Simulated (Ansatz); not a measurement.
CoO:

```
CELL_PARAMETERS angstrom
1.50547 0.86918 2.43993
-1.50547 0.86918 2.43993
0.00000 -1.73837 2.43993
ATOMIC_POSITIONS crystal
Co 0.00000 0.00000 0.00000
O 0.50000 0.50000 0.50000
```

The cell is a database's computed one.

- Program: Ansatz 0.2.0
- Task: relaxation of cell and atoms
- Functional: HSE03
- Potentials or basis: Ansatz PAW
- Cutoff: 420 eV (not typed: the program's choice for these potentials)
- k mesh: 6 × 6 × 6
- Occupations: fermi-dirac, width 0.05 eV
- Spin: collinear spin, ferromagnetic start
- Starting moments: [2.0, 0.0] μB

At the start: volume 9.58 Å³/atom.

Q: Where does the relaxation end?

A: It ends after 7 steps and the volume is 9.39 Å³/atom (-2.0 %); space group R-3m (No. 166, to 0.05 Å); moment 3.00 μB per cell.

Step by step:
| step | energy change (eV) | largest force (eV/Å) | volume (Å³) |
| --- | --- | --- | --- |
| 1 | 0.0000 | 0.0000 | 19.16 |
| 2 | -0.0067 | 0.0000 | 18.96 |
| 3 | -0.0106 | 0.0000 | 18.78 |
| 4 | -0.0106 | 0.0000 | 18.78 |
| 5 | -0.0091 | 0.0000 | 18.78 |
| 6 | -0.0091 | 0.0000 | 18.78 |
| 7 | -0.0090 | 0.0000 | 18.78 |

Final structure:
```
Co O
1.0
     1.51707    0.87588    2.35533
    -1.51707    0.87588    2.35533
     0.00000   -1.75177    2.35533
Co O
1 1
Direct
  0.00000 0.00000 0.00000
  0.50000 0.50000 0.50000
```

Caveat: the k mesh is coarse (spacing up to 0.43 Å⁻¹), so the values aren't converged, least of all with exact exchange; the magnetic or orbital state may not be the lowest; the plane-wave basis is chosen anew once the cell has moved, so the energies of steps on either side of that aren't comparable; the pressure holds a Pulay correction of +0.8 GPa for the finite cutoff; a cell with one magnetic atom can't hold antiferromagnetic order, which such compounds often take; the PAW data sets come from PBE, with cores solved anew for the run's functional, which leaves a small shift of forces and pressure.
